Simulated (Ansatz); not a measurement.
Input of an Ansatz 0.2.0 run:

input.yaml

```yaml
crystal:
  lattice:
    - [0.0, 1.813001, 1.813001]
    - [1.813001, 0.0, 1.813001]
    - [1.813001, 1.813001, 0.0]
  atoms:
    - { symbol: "N", position: [0.25, 0.25, 0.25] }
    - { symbol: B, position: [0.0, 0.0, 0.0] }
kpoints:
  mp_grid: { grid: [13, 13, 13] }
scf:
  occupations: { method: gaussian, width: 0.02 }
hamiltonian:
  xc: rpbe
  pseudopotentials: { kind: all_electron, lapw: { basis_error: 0.001 } }
output:
  forces: true
  stress: true
  eigenvalues: true
```

Potentials or basis: all-electron LAPW, scalar-relativistic.

Command:

```console
$ ansatz run input.yaml --threads 1 --pin off --max-ram 3072MiB --backend cpu --events-out ev --progress --plain --runs-dir out
```

(1) Estimate the pressure.

(2) What does it give for the band gap on the k mesh?

Results:

(1) 5.4 GPa.

(2) 4.57 eV, indirect (least direct gap 8.85 eV).

Caveat: an odd mesh through Γ misses points on the zone boundary, where band edges often lie.

The gap isn't set beside the measured one, since this odd mesh misses points on the zone boundary.
